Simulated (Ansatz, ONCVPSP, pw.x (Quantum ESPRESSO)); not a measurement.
## In (Z = 49): does the ONCV potential hold in the solid?

indium, optimised norm-conserving Vanderbilt (ONCV), made with ONCVPSP 4.0.1.1 (patched build) (PBE, scalar-relativistic). Core [Kr] 4d10, reference 5s2 5p1. Waves: 5s: rc 2.30 bohr, ncon 3, nbas 8, qcut 2.4 1/bohr, 2 projectors, debl 3.4 Ha; 5p: rc 2.25 bohr, ncon 5, nbas 8, qcut 3.5 1/bohr, 1 projector; d scattering state at 0.02 Ha: rc 2.45 bohr, ncon 4, nbas 7, qcut 3.3 1/bohr, 2 projectors, debl 2.9 Ha. Local part: polynomial inside 2.15 bohr (lpopt 5, dvloc0 0 Ha). Core correction: Teter function fitted to the true core (icmod 2), fcfact 0.55.

Atomic tests: cutoffs needed: 15 Ha and 40 Ha (the cutoffs (Ha) at which the residual kinetic energy of the hardest occupied pseudo-wave falls to 1 and 0.1 mHa per electron) The cutoffs count occupied waves only; projector 2 of the s channel, the hardest unoccupied one, needs 46 Ha at the loose tolerance.; ghost test: no bound ghost flagged; GHOST(+) flagged for s at 95.7 eV, d at 358.3 eV; largest excitation error: -190 meV (all-electron minus pseudo) for 5s1 5p0, out of 4 test configurations.

Crystal test: bcc In in pw.x 7.5, no spin, 12³ k-points, Fermi–Dirac smearing 0.01 Ry, cutoffs 95/380 Ry. The reference is all-electron LAPW (Ansatz 0.2.0) with the same functional, mesh and smearing; V0 and B0 come from Birch–Murnaghan fits to the pressures at five volumes. Errors are pseudo minus all-electron; Δ is the rms difference of the E(V) curves that follow from these fits, minima aligned, over ±6 % about the mean V0. Mesh and smearing are coarse, so the numbers serve the comparison and aren't converged zero-temperature values; the lattice is a test structure that the element need not adopt.

```
V (Å³/atom)  P all-electron (GPa)  P pseudo (GPa)
     26.725                  1.56           -1.00
     27.429                  0.54           -1.83
     28.132                 -0.33           -2.52
     28.835                 -1.07           -3.11
     29.539                 -1.70           -3.60
```

All-electron: a0 = 3.819 Å (V0 = 27.85 Å³/atom), B0 = 33.9 GPa.

Pseudopotential: mean pressure error (GPa): -2.21. The pressure does not cross zero within the volumes sampled, so no fit is given. This is a poor potential for the solid.

Problem. At the middle volume, how do free energy and pressure move when the wave cutoff is lowered (ecutrho kept at four times it)?

Solution.

```
cutoff (Ry)  shift of F (meV/atom)  shift of P (GPa)
         43                  +83.1             +0.05
         57                  +30.5             -0.20
         76                   +3.3             -0.09
```

The run at the middle volume (72 k-points, 7 iterations) took about 46 s on one core of a shared host (Neoverse-N1, 64 threads, 124 GiB, load 52).
